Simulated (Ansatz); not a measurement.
Runs of Ansatz 0.2.0 on Te. It takes space group P3_121 (No. 152, trigonal). Conventional cell: a = 4.454 Å, b = 4.454 Å, c = 5.924 Å, α = 90.00°, β = 90.00°, γ = 120.00°. Te (site symmetry 2) has 2 Te at 2.86 Å as nearest neighbours. 

```tsv
screening (1/Å)	gap on the mesh (eV)	pressure (GPa)	largest force (eV/Å)
0.2	(c)	-0.2	0.31
0.3	1.15	0.0	0.23
0.1	1.52	-0.3	0.38
0.15	1.39	-0.3	0.35
0.4	(a)	0.3	(d)
0.6	0.94	0.7	(b)
```

Alike in all rows: task single point; level HSE06 form with a typed share of exact exchange; potentials or basis Ansatz PAW; no spin polarisation; cell as given; k mesh 4 × 4 × 3; cutoff (eV) 420; smearing fermi-dirac 0.05 eV.

Fill in the values left out.

(a) 1.05; (b) 0.05; (c) 1.29; (d) 0.16.

Caveats: odd divisions of the mesh miss points on the zone boundary, where band edges often lie, so the gap on the mesh can be too wide; spin-orbit coupling is left out, which moves the levels of the heavy elements; the PAW data sets come from PBE, with cores solved anew for the run's functional, which leaves a small shift of forces and pressure; the thresholds are loose for stress.

A k mesh can miss the band edges, and the runs leave out spin-orbit coupling on Te.

Runs at the PBE level aren't shown here.
